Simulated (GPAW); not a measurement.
The system is ZrS2.

```
CELL_PARAMETERS angstrom
3.69138 0.00000 0.00000
-1.84569 3.19683 0.00000
0.00000 0.00000 6.04108
ATOMIC_POSITIONS crystal
Zr 0.00000 0.00000 0.00000
S 0.33333 0.66667 0.23791
S 0.66667 0.33333 0.76209
```

The cell is a database's computed one.

Base run:

| Property | Result |
| --- | --- |
| Program | GPAW 26.7.0 |
| Functional | PBEsol |
| Potentials or basis | PAW data sets generated in the run's folder for this functional |
| Cutoff | 600 eV |
| Basis | pw |
| k mesh | 8 × 8 × 5 |
| Occupations | fermi-dirac, width 0.05 eV |
| Spin | no spin polarisation |

Its results: band gap on the k mesh 0.98 eV, indirect (least direct gap 1.58 eV); pressure -2.8 GPa; largest force 0.173 eV/Å.

Task: The run is repeated on the same cell with these changes: functional from PBEsol to BLYP. What comes out?

Result: Band gap on the k mesh 1.10 eV, indirect (least direct gap 1.64 eV); pressure 3.7 GPa; largest force 0.214 eV/Å.

BLYP binds less tightly than PBEsol, so the same cell stands under more pressure.

Caveats: this functional lacks dispersion, which binds the layers, so the pressure and a relaxed spacing across them are unreliable; an odd mesh through Γ misses points on the zone boundary, where band edges often lie (some runs).

Not every run made on this cell is shown here.
